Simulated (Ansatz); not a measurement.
**Course of a relaxation: S**

A trial structure of S was built thus: random cell by space group and Wyckoff sites (Fmmm, No. 69). Its size is a rough estimate.

```yaml
crystal:
  lattice:
    - [0.00000, 3.01348, 3.17647]
    - [1.38340, 0.00000, 3.17647]
    - [1.38340, 3.01348, 0.00000]
  atoms:
    - { symbol: S, position: [0.50000, 0.50000, 0.50000] }
```

All numbers below come from DFT PBE, scalar-relativistic, plane waves, PAW in Ansatz. Cutoff 420 eV, Gaussian smearing, Γ-centred meshes. Cell and atoms relax first on a coarse mesh and then on a finer one. In between, the cell is made exact in the group found at 0.06 Å. In metals the finer mesh still leaves noise of several meV/atom or more. The steps can't lower the symmetry of their start. No spin polarisation.

Steps on the 8×8×8 mesh (1 atom, 16 steps). The free energy counts from the last step; some steps are skipped; the plane-wave basis is renewed at times, which shifts energy and pressure.

```tsv
step	ΔF (meV/atom)	V (Å³/atom)	P (GPa)
1	677.0	26.48	-11.80
2	464.2	24.03	-10.87
3	291.6	21.96	-8.38
4	160.1	19.86	-3.52
6	63.5	18.40	3.35
7	45.0	19.36	3.47
8	24.5	20.94	-0.85
9	14.5	21.38	0.56
10	12.1	22.07	0.24
11	11.3	22.68	-0.01
13	3.1	23.55	0.19
14	1.2	24.45	0.11
15	0.5	25.36	0.01
16	0.0	25.36	0.04
```

Steps on the 26×26×26 mesh (1 atom, 28 steps). The free energy counts from the last step; some steps are skipped; the plane-wave basis is renewed at times, which shifts energy and pressure.

```csv
step,ΔF (meV/atom),V (Å³/atom),P (GPa)
1,255.7,25.36,0.85
3,242.0,26.15,0.34
5,214.2,27.20,0.33
7,115.1,28.44,2.25
9,62.8,30.61,0.42
11,53.5,30.18,-0.03
13,53.4,29.85,0.00
16,17.7,30.87,0.54
18,5.8,33.30,0.09
20,2.3,34.82,0.08
22,2.3,34.91,0.00
24,0.2,35.37,0.03
26,0.0,35.91,0.01
28,0.0,36.04,0.00
```

The relaxed structure, after a last relaxation on the converged mesh:

```xyz
1
Lattice="-3.0473 3.0473 1.0510 3.0473 -3.0473 1.0510 3.0473 3.0473 -1.0510" Properties=species:S:1:pos:R:3 pbc="T T T"
S     0.0000    0.0000    1.0510
```

The symmetry goes from Fmmm (No. 69) to I4/mmm (No. 139). The volume per atom grows by 47.4 %, from 26.5 to 39.0 Å³. The shortest distance goes from 2.77 Å (S–S) to 2.10 Å (S–S). The energy falls by about 0.95 eV/atom (the start's value is from the coarse mesh). The end is written in a standard setting, so origin, axes and order of atoms can differ from the start's. S has 2 S at 2.10 Å.

| Property | Result |
| --- | --- |
| Volume per atom | 39.0 Å³ |
| Density | 1.4 g/cm³ |
| Energy over the standard state | +0.66 eV/atom |
| Gap on the 28×28×28 mesh of the 1-atom cell | 0 eV (a metal) |

Energies count from the standard state of S at the same level.

The last run used Gaussian smearing of 0.10 eV. The end has Fmmm (No. 69) at a tolerance of 0.01 Å; the cell shown is made exact in the group found at 0.05 Å. No dispersion correction is applied, so the spacing and binding between layers, chains or molecules are poorly described. The reference form of S is held partly by dispersion forces, which this level lacks. Symmetry constrained the relaxation, so the result can be a saddle point. In all, the 4 runs took 22 min on 1 thread of Arm Neoverse V2 (shared host). Another cell of S relaxed alike, in I4_1/amd, lies 213 meV/atom lower, so this cell isn't the stable form at this level.
